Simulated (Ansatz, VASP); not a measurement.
## One calculation of Al, two programs

```xyz
2
Lattice="3.1814 0.0000 0.0000 -1.5907 2.7552 0.0000 0.0000 0.0000 4.8669" Properties=species:S:1:pos:R:3 pbc="T T T"
Al    1.5907    0.9184    3.6501
Al    0.0000    1.8368    1.2167
```

Change from the starting cell: strain +0.1312 x Voigt [1, 1, 0, 0, 0, 0], atoms carried along.

Alike in both runs: task single point; functional PBEsol; k mesh 21 × 21 × 10; occupations gaussian, width 0.15 eV; no spin polarisation.

```csv
,VASP,Ansatz
version,VASP 6.6.1,Ansatz 0.2.0
potentials or method,"VASP PAW PBE potentials, release 64 (Al)","scalar-relativistic, plane waves, PAW"
plane-wave cutoff (eV),520,420
valence electrons in the cell,6,6
```

|  | VASP | Ansatz | Ansatz less VASP |
| --- | --- | --- | --- |
| gap on the k mesh at the Fermi level (eV) | none | none | - |
| pressure (GPa) | -11.2 | -11.2 | -0.01 |
| largest component of the traceless stress (GPa) | 0.94 | 0.94 | -0.005 |

A gap of «none» marks a metal or a gap that the smearing closes.

Caveats: the PAW data sets were made with another functional, which shifts forces and pressure a little (VASP).
